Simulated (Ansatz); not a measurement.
# Σ3 (112) boundary in fcc Ir with Ru (substitutional): structure and resistance, part 2 of 2

Aim: the relaxed structure and the specific resistance of the Σ3 (112) boundary in fcc Ir with Ru (substitutional).

Ansatz 0.2.0; Ansatz plane-wave DFT, PBE, PAW files; relaxation of a bicrystal slab with its lowest layers held; PAW set soft_1 (the session's first sound run).

So far. Step 2 (Relaxing the bicrystal): The largest force component on a free atom ends at 0.017 eV/Å, under the tolerance of 0.03, after 12 steps.

## 3. Transmission across the boundary

Bulk layers of each grain are laid under and over the relaxed boundary, and a lead is named in the middle of each, away from the free faces. The mesh across the current, 24×10, is finer than the density's, because channels open and close sharply across the zone. Energies from -0.1 to 0.1 eV in steps of 0.05 eV are too few for the program's thermal sum, so it prints no conductance; for a metal the transmission near the Fermi level serves, at a fraction of the cost.

This step: Ansatz plane-wave DFT, PBE, PAW files; ballistic transport by layer matching (Landauer), zero bias; boundary relaxed in a short slab, bulk layers laid on; PAW set soft_1 (Ansatz 0.2.0).

System of this step: Σ3 (112) boundary in fcc Ir with Ru (substitutional). The cell holds 55 atoms: 54 Ir and 1 Ru. Its edges and angles: a = 2.715 Å, b = 6.650 Å, c = 50.675 Å, α = 90.0°, β = 90.0°, γ = 90.0°. It derives from Ir. Regions: lower grain, 22 atoms (22 Ir); boundary, 15 atoms (14 Ir and 1 Ru); upper grain, 18 atoms (18 Ir). Vacuum lies along c.

The input, input.yaml:

```yaml
crystal:
  lattice:
    - [2.7148657757, 0.0, 0.0]
    - [0.0, 6.6500358706, 0.0]
    - [0.0, 0.0, 50.6753950045]
  atoms:
    - { symbol: Ir, position: [-14.4999999996, 9.6666666665, 0.0789337705] }
    - { symbol: Ir, position: [-13.9999999996, 9.3333333332, 0.0943991506] }
    - { symbol: Ir, position: [-13.4999999996, 8.9999999999, 0.1098645306] }
    - { symbol: Ir, position: [-12.9999999997, 8.6666666665, 0.1253299107] }
    - { symbol: Ir, position: [-12.4999999997, 8.3333333332, 0.1407952907] }
    - { symbol: Ir, position: [-11.9999999997, 7.9999999999, 0.1562606708] }
    - { symbol: Ir, position: [-11.4999999997, 7.6666666666, 0.1717260508] }
    - { symbol: Ir, position: [-10.9999999997, 7.3333333332, 0.1871914309] }
    - { symbol: Ir, position: [-10.4999999997, 6.9999999999, 0.202656811] }
    - { symbol: Ir, position: [-9.9999999998, 6.6666666666, 0.218122191] }
    - { symbol: Ir, position: [-9.4999999998, 6.3333333332, 0.2335875711] }
    - { symbol: Ir, position: [-8.9999999998, 5.9999999999, 0.2490529511] }
    - { symbol: Ir, position: [-8.4999999998, 5.6666666666, 0.2645183312] }
    - { symbol: Ir, position: [-7.9999999998, 5.3333333333, 0.2799837112] }
    - { symbol: Ir, position: [-7.4999999999, 4.9999999999, 0.2954490913] }
    - { symbol: Ir, position: [-6.9999999999, 4.6666666666, 0.3109144713] }
    - { symbol: Ir, position: [-6.4999999999, 4.3333333333, 0.3263798514] }
    - { symbol: Ir, position: [-5.9999999999, 3.9999999999, 0.3418452315] }
    - { symbol: Ir, position: [-5.4999999999, 3.6666666666, 0.3573106115] }
    - { symbol: Ir, position: [-4.9999999999, 3.3333333333, 0.3727759916] }
    - { symbol: Ir, position: [-4.5, 3.0, 0.3882413716] }
    - { symbol: Ir, position: [-4.0, 2.6666666666, 0.4037067517] }
    - { symbol: Ir, position: [0.5, 0.3333333333, 0.4191721317] }
    - { symbol: Ir, position: [0.0, 0.9955393256, 0.4343802939] }
    - { symbol: Ir, position: [0.5, 0.664914007, 0.450630557] }
    - { symbol: Ir, position: [0.0, 0.3319292643, 0.4651572914] }
    - { symbol: Ir, position: [0.5, 0.9977026325, 0.4820493942] }
    - { symbol: Ir, position: [0.0, 0.6684535159, 0.4977966575] }
    - { symbol: Ir, position: [0.5, 0.3269932612, 0.5116798934] }
    - { symbol: Ru, position: [0.0, 0.0047587391, 0.5274661819] }
    - { symbol: Ir, position: [0.0, 0.5106739586, 0.5489728457] }
    - { symbol: Ir, position: [0.5, 0.8378124606, 0.5656820849] }
    - { symbol: Ir, position: [0.0, 0.1732205037, 0.5788354329] }
    - { symbol: Ir, position: [0.5, 0.5044207852, 0.5949450007] }
    - { symbol: Ir, position: [0.0, 0.8391453184, 0.6123079178] }
    - { symbol: Ir, position: [0.5, 0.1733686954, 0.6262677103] }
    - { symbol: Ir, position: [0.0, 0.5059072918, 0.6426893885] }
    - { symbol: Ir, position: [-4.5, 2.8392406252, 0.6581547685] }
    - { symbol: Ir, position: [-5.0, 3.1725739585, 0.6736201486] }
    - { symbol: Ir, position: [-5.4999999999, 3.5059072918, 0.6890855287] }
    - { symbol: Ir, position: [-5.9999999999, 3.8392406251, 0.7045509087] }
    - { symbol: Ir, position: [-6.4999999999, 4.1725739585, 0.7200162888] }
    - { symbol: Ir, position: [-6.9999999999, 4.5059072918, 0.7354816688] }
    - { symbol: Ir, position: [-7.4999999999, 4.8392406251, 0.7509470489] }
    - { symbol: Ir, position: [-7.9999999999, 5.1725739585, 0.7664124289] }
    - { symbol: Ir, position: [-8.4999999998, 5.5059072918, 0.781877809] }
    - { symbol: Ir, position: [-8.9999999998, 5.8392406251, 0.797343189] }
    - { symbol: Ir, position: [-9.4999999998, 6.1725739584, 0.8128085691] }
    - { symbol: Ir, position: [-9.9999999998, 6.5059072918, 0.8282739492] }
    - { symbol: Ir, position: [-10.4999999998, 6.8392406251, 0.8437393292] }
    - { symbol: Ir, position: [-10.9999999997, 7.1725739584, 0.8592047093] }
    - { symbol: Ir, position: [-11.4999999997, 7.5059072918, 0.8746700893] }
    - { symbol: Ir, position: [-11.9999999997, 7.8392406251, 0.8901354694] }
    - { symbol: Ir, position: [-12.4999999997, 8.1725739584, 0.9056008494] }
    - { symbol: Ir, position: [-12.9999999997, 8.5059072917, 0.9210662295] }
kpoints:
  mp_grid: { grid: [9, 4, 1] }
hamiltonian:
  xc: pbe
  pseudopotentials: { kind: paw, azcp: { folder: soft_1 } }
scf:
  occupations: { method: fermi_dirac, width: 0.1 }
output:
  transmission:
    leads: [[12, 13], [44, 45]]
    kmesh: [24, 10]
    e_range: [-0.1, 0.1]
    de: 0.05
  write_potential: true
  write_density: true
  volumetric_format: npy
  elf: true
```

Run with:

```
$ ansatz run input.yaml --threads 4 --pin off --max-ram 15360MiB --backend cpu --events-out ev --progress --plain --runs-dir out
```

Numbers of over 12 decimals in the logs are rounded to 6 here.

Output:

```text
[...]
Crystal: 55 atoms, lattice volume = 914.891 Å³
Basis set: ecut = 420 eV, 17955 PW (Γ)
Bands: 561, of which v1, the nominal top of the filled ones, is band 467 counted from 1 (466 counted from 0)
Symmetry: 2 space group operations
[...]
k-points: 15 of 36 (time reversal used)
[...]
SCF iter   1: F=—  HF=-650467.297273 eV  |F-HF|=—  |Δ(HF+E_count)|=         —  Δρ=5.50e-2  dr2=4.19e1  ethr=3.10e-3  ⟨swp⟩=6.3  Hψ=29212  notcnv=0  defer=199
[...]
SCF iter  11: F=-650460.882476 eV  HF=-650460.882476 eV  |F-HF|=4.06e-8  |Δ(HF+E_count)|=   1.42e-7  Δρ=2.32e-6  dr2=8.68e-8  ethr=1.07e-11  ⟨swp⟩=11.4  Hψ=35090  notcnv=0
SCF 1 converged in 11 iterations: F = -650460.882476 eV  dr2 = 8.68e-8
[...]
transmission: 578 of 5772 steps passed
transmission: 1155 of 5772 steps passed
[...]
transmission: 5772 of 5772 steps passed
WARN: The input density's exchange-correlation potential varies sharply where the density is thin. Do not read a vacuum level from v_tot or v_xc, or from such a field of the output density. On a cell that repeats whose density bears no net charge and no dipole along the vacuum's axis use v_es (v_loc + v_h of the components); under efield.dipole_correction with no amplitude use v_es + v_field, which holds any external [...]
SCF converged after 11 iterations
the last check of whether an eigenvalue changes by more than its tolerance under the output density was not made (no_room)
Free energy (F): -650460.882476 eV
[...]
Internal energy: -650459.122061 eV  (E = F + TS)
E sigma→0 (E₀):  -650460.002268 eV
Entropy (-TS):   -1.760414 eV (-32.008 meV/atom)
Fermi energy:    21.038217 eV
[...]
--- Band table (eV; the first three rows and the last of 15) ---
  k-point 0: bands = [... 463 lower, 20.5237, 20.5978, 20.6479, 20.6823, 20.7651, 20.8078, 20.8552, 20.9256, ... 90 higher]
  k-point 1: bands = [... 463 lower, 20.4716, 20.5378, 20.5519, 20.5963, 20.6025, 20.6558, 20.6994, 20.7350, ... 90 higher]
  k-point 2: bands = [... 463 lower, 20.3740, 20.4123, 20.4476, 20.4766, 20.5022, 20.5540, 20.5675, 20.5966, ... 90 higher]
  k-point 14: bands = [... 463 lower, 21.8215, 21.8298, 21.8608, 21.8798, 21.9120, 21.9228, 21.9263, 21.9391, ... 90 higher]
--- Transmission ---
  basis      : 159 plane waves across, 74 finite elements along
  points     : 78, standing for a mesh of 24 x 10
  energies   : 5 from -0.100000 to 0.100000 eV about the Fermi level, 0.050000 eV apart; the leads are filled to 0.000000 eV, and channels, transmission and decay are at 0.000000 eV
  crystal 0  : Ir3, at the sites [12, 13], period 2.3511 Å, over 18.03 Å; its Hamiltonian steps by up to 16.4 meV
    offset         : up to 0.0000 Å between an atom of the period and one for which it stands
    channels       : 4.783333e0 a spin
    conductance    : none, the energies end too early or step too widely for 300 K: set another output.transmission.e_range or a lower de, or, where they end at an eighth of basis.ecutwfc, a higher one
    slowest decay  : 0.0831 /Å at (0.5000, 0.5000)
[...]
channels       : 4.758333e0 a spin
[...]
slowest decay  : 0.0833 /Å at (0.5000, 0.5000)
  junction   : crystal 0 to crystal 1, 12.71 to 37.36 Å
    transmission   : 2.072562e0 a spin
[...]
```

Wall time 19 min (4 threads of Arm Neoverse V1, shared host); peak memory 10 GiB; 69 min of CPU time.

The column dr2 measures how far the density is from self-consistency, as an energy; F and HF (Harris–Foulkes) agree once it is small.

Numbers from this step:

- free energy: -650460.8825 eV
- energy at zero smearing: -650460.0023 eV
- Fermi energy: 21.04 eV
- cell area: 18.05 Å²
- transmission per spin nearest the Fermi level: 2.073
- open channels per spin nearest the Fermi level: 4.783
- open channels per spin, upper lead: 4.758
- step of the lead's potential: 16.4 meV
- step of the upper lead's potential: 17.4 meV

Per spin. Transmission, zone mean against energy, zero at the Fermi level:

| energy (eV) | transmission, zone mean |
| --- | --- |
| -0.1000 | 2.02 |
| -0.0500 | 2.06 |
| 0.0000 | 2.07 |
| 0.0500 | 2.12 |
| 0.1000 | 2.15 |

Per spin. Table of open channels, zone mean by energy, zero at the Fermi level:

| energy (eV) | lead | upper lead |
| --- | --- | --- |
| -0.1000 | 4.62 | 4.62 |
| -0.0500 | 4.69 | 4.72 |
| 0.0000 | 4.78 | 4.76 |
| 0.0500 | 4.83 | 4.8 |
| 0.1000 | 4.83 | 4.82 |

Transmission over k1 and k2. At 0.0000 eV from the Fermi level.

Ten even steps from '0' (0.00) to '9' (4.15):
```
012222333342224333322221
232323443456665434432323
975544444766766744444557
997754775678787657745779
999754588856965888545799
997754775678787657745779
975544444766766744444557
232323443456665434432323
012222333342224333322221
000022433111111133422000
```
Columns: k1 (b1) from -0.5 to 0.458; rows upwards: k2 (b2) from -0.5 to 0.4.

Open channels over k1 and k2. At 0.0000 eV from the Fermi level.

Ten even steps from '_' (0.00) to '@' (8.00):
```
++::--++----++++++++**++++++**++++++++----++--::
++++++++++++++++++****######****++++++++++++++++
##****@@**++++++++%%####%%####%%++++++++**@@****
####**@@##++******##%%@@%%@@%%##******++##@@**##
######@@**++++####%%**##@@##**%%####++++**@@####
####**@@##++******##%%@@%%@@%%##******++##@@**##
##****@@**++++++++%%####%%####%%++++++++**@@****
++++++++++++++++++****######****++++++++++++++++
++::--++----++++++++**++++++**++++++++----++--::
__::::::::++++++++++++++++++++++++++++++::::::::
```
Columns: k1 (b1) from -0.5 to 0.458; rows upwards: k2 (b2) from -0.5 to 0.4.

Electrostatic potential energy in the cb plane at fractional x = 0.000, with atoms of Ir and Ru within 0.2 Å of it. With pseudopotentials it is smooth inside the atoms' cores, unlike the true potential.

Ten even steps from '0' (-57 eV) to '9' (23 eV), each cell a mean:
```
79999999610038999999951004899999985568999999
89999999853369999999985347999999851126999999
99999999987899999999998889999999830015999999
99998656899999999865689999999999841026999999
99996212699999999621269999999999974358999999
99984000489999998400048999899999998889989999
99985101589999998510158986458999999998656899
99997434799999999743479962015899999996212599
99999888999999999988899840003899999984000489
86578999999997667999999961015899999995101589
51137999999984114799999985457999999998535799
30015999999972002699999999889989999999888998
40026999999972002799999999998655899999999865
64358999999986335899999999996211589999999731
98889999999998888999999999995100389999999510
99999999976689999999986568996201489999999620
89999999731258999999962015998534799999999853
79999999510037999999840003899888999999999998
```
Columns run along c (16.0 Å, from fractional 0.36 to 0.68 of the cell; values clipped at the 3rd and 97th percentile), rows up along b (6.7 Å). Atoms in or near the plane, at fractional coordinates: Ir at (0.37, 0.33), Ir at (0.40, 0.67), Ir at (0.43, 0.00), Ir at (0.47, 0.33), Ir at (0.50, 0.67), Ru at (0.53, 0.00), Ir at (0.55, 0.51), Ir at (0.58, 0.17), Ir at (0.61, 0.84), Ir at (0.64, 0.51), Ir at (0.67, 0.17).

ELF in the cb plane at fractional x = 0.000, with atoms of Ir and Ru within 0.2 Å of it. It is the smooth field of the valence electrons, not physical close to the nuclei.

Ten even steps from '0' (0.15) to '9' (0.61), each cell a mean:
```
42234332487883223433148996223333335652101233
21123333368862112333226763233333268895222333
10012223433321001222343211334433378696233443
20013554333332001256544201234432389884233332
32226988523333211598853211233211257763333321
43337968723344322686873321233100122234322210
43325879732333332587974435663100233333555310
33323677421123332368744358896222333325889622
22233322210022223323223268687333443327868733
35543333310024554332222259885233332227988523
79884233332238987323333336763233321114676333
88685233433249778423443322344322210012223432
78896223333238889423443321244566310013333346
47773111333335776311233210224889721233332388
33332000222233332200122200236868832344332586
33332101244433333210014541346988622333322598
22333222489862333322149995234676323332101367
42344332696783234433169797122222332222000222
```
Columns run along c (16.0 Å, from fractional 0.36 to 0.68 of the cell), rows up along b (6.7 Å). Atoms in or near the plane, at fractional coordinates: Ir at (0.37, 0.33), Ir at (0.40, 0.67), Ir at (0.43, 0.00), Ir at (0.47, 0.33), Ir at (0.50, 0.67), Ru at (0.53, 0.00), Ir at (0.55, 0.51), Ir at (0.58, 0.17), Ir at (0.61, 0.84), Ir at (0.64, 0.51), Ir at (0.67, 0.17).

Valence density in the cb plane at fractional x = 0.000, with atoms of Ir and Ru within 0.2 Å of it. It is the smooth field of the valence electrons, not physical close to the nuclei.

Ten even steps from '0' (0 e/Å³) to '9' (11 e/Å³), each cell a mean:
```
00000000147630000000014761000000001110000000
00000000013310000000001220000000015641000000
00000000000000000000000000000000037861000000
00000111000000000011100000000000025641000000
00001454100000000145410000000000002210000000
00002686200000000268620000000000000000000000
00001575200000000157520001210000000000111000
00000232000000000023200014651000000001464100
00000000000000000000000026862000000002686200
01100000000000110000000014651000000001575100
14530000000002552000000001210000000000121000
37851000000004774100000000000000000000000000
26741000000003663000000000000111000000000011
12310000000001331000000000001365100000000036
00000000000000000000000000001587300000000158
00000000001100000000001110001465200000000146
00000000035410000000013641000122000000000012
00000000158730000000016972000000000000000000
```
Columns run along c (16.0 Å, from fractional 0.36 to 0.68 of the cell), rows up along b (6.7 Å). Atoms in or near the plane, at fractional coordinates: Ir at (0.37, 0.33), Ir at (0.40, 0.67), Ir at (0.43, 0.00), Ir at (0.47, 0.33), Ir at (0.50, 0.67), Ru at (0.53, 0.00), Ir at (0.55, 0.51), Ir at (0.58, 0.17), Ir at (0.61, 0.84), Ir at (0.64, 0.51), Ir at (0.67, 0.17).

Over the solved energies the transmission per spin lies between 2.02 and 2.15, out of 4.75 channels of the lead on average (up to 4.83).

## 4. Specific resistance

This step: Ansatz plane-wave DFT, PBE, PAW files; ballistic transport by layer matching (Landauer), zero bias; specific resistance of the boundary; PAW set soft_1 (Ansatz 0.2.0).

This step gave:

| Property | Result |
| --- | --- |
| area resistance | 0.6270 fΩ m² |
| T over the leads' mean channel count | 0.4390 |

Averaged over the energies near the Fermi level, 43.9 % of the channels pass, which makes 0.627 fΩ m².

By hand, with T and the leads' channels N averaged over the energies near the Fermi level: RA = A (h/2e²)(1/T − ½[1/N₁ + 1/N₂]) = 18.05×10⁻²⁰ m² × 12 906 Ω × (1/2.085 − ½[1/4.752 + 1/4.745]) = 0.627 fΩ m².

## 5. Results

| Quantity | Value |
| --- | --- |
| specific resistance of the boundary | 0.627 fΩ m² |
| share of channels that pass | 0.439 |

What this shows: The boundary has a specific resistance of 0.63 fΩ m². The boundary reflects 56 % of the channels; 0.63 fΩ m² is 6.3×10⁻¹² Ω·cm². One Ru in 18.1 Å² of boundary is a high coverage. In the relaxation the upper grain slid sideways by about 1.1 Å, so the result belongs to the position that it found, not to the starting one. Each plane of this narrow cell holds one atom, so the solute fills a whole plane. One starting structure was relaxed; another shift or atom count at the boundary may lie lower. Spin-orbit coupling is left out, which matters for Ir.

[Logs are printed without paths, hosts, clocks, repeated set-up lines and the standing remarks that a program may print on its own settings, such as how far it seeks lower states.]

[Hosts, paths, dates, database ids (printed as entryN), source tags and the programs' standing remarks are cut or masked in the printed files.]
